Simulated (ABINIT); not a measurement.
Input of an ABINIT 10.8.3 (patched build) run:

Contents of run.abi:

```
# Datasets: ground state, then fixed potential
ndtset 2

# Pseudopotentials
pp_dirpath "./"
pseudos "W.GGA_PBE-JTH.xml, C.GGA_PBE-JTH.xml"

# Structure
acell 5.4924889812 5.4924889812 5.3603971251
rprim
     1.0000000000     0.0000000000     0.0000000000
    -0.5000000000     0.8660254038     0.0000000000
     0.0000000000     0.0000000000     1.0000000000
ntypat 2
znucl 74 6
natom 2
typat 1 2
xred
     0.0000000000     0.0000000000     0.0000000000
     0.6666666667     0.3333333333     0.5000000000

# Plane-wave basis
ecut 19.0
pawecutdg 38.0
pawxcdev 0

# Exchange and correlation
ixc 11

# Bands and occupations
occopt 3
tsmear 0.00183747

# SCF cycle
nstep 100

# Output
iomode 3
prtwf 0
prteig 0
prtebands 0
enunit 1
prtden1 1
prtvha1 1
prtvclmb1 1
prtpot1 1

# Dataset 1
kptopt1 1
ngkpt1 10 10 9
nshiftk1 1
shiftk1 0.0 0.0 0.0
nband1 13
tolvrs1 1.0e-9

# Dataset 2: bands along G-M-K-G-A-L-H-A
iscf2 -2
getden2 1
nband2 19
nbdbuf2 4
tolwfr2 1.0e-11
kptopt2 -7
ndivsm2 8
prteig2 1
kptbounds2
     0.0000000000     0.0000000000     0.0000000000
     0.5000000000     0.0000000000     0.0000000000
     0.3333333333     0.3333333333     0.0000000000
     0.0000000000     0.0000000000     0.0000000000
     0.0000000000     0.0000000000     0.5000000000
     0.5000000000     0.0000000000     0.5000000000
     0.3333333333     0.3333333333     0.5000000000
     0.0000000000     0.0000000000     0.5000000000
```

Potentials or basis: JTH PAW PBE v2.0.

Launch:

```sh
$ abinit run.abi > log 2>&1
```

(1) Predict the band gap on the k mesh.

(2) Predict the pressure.

## Answers

(1) none (metal or under the smearing width).

(2) 6.3 GPa.

Caveat: spin-orbit coupling is left out, which moves the levels of the heavy elements.
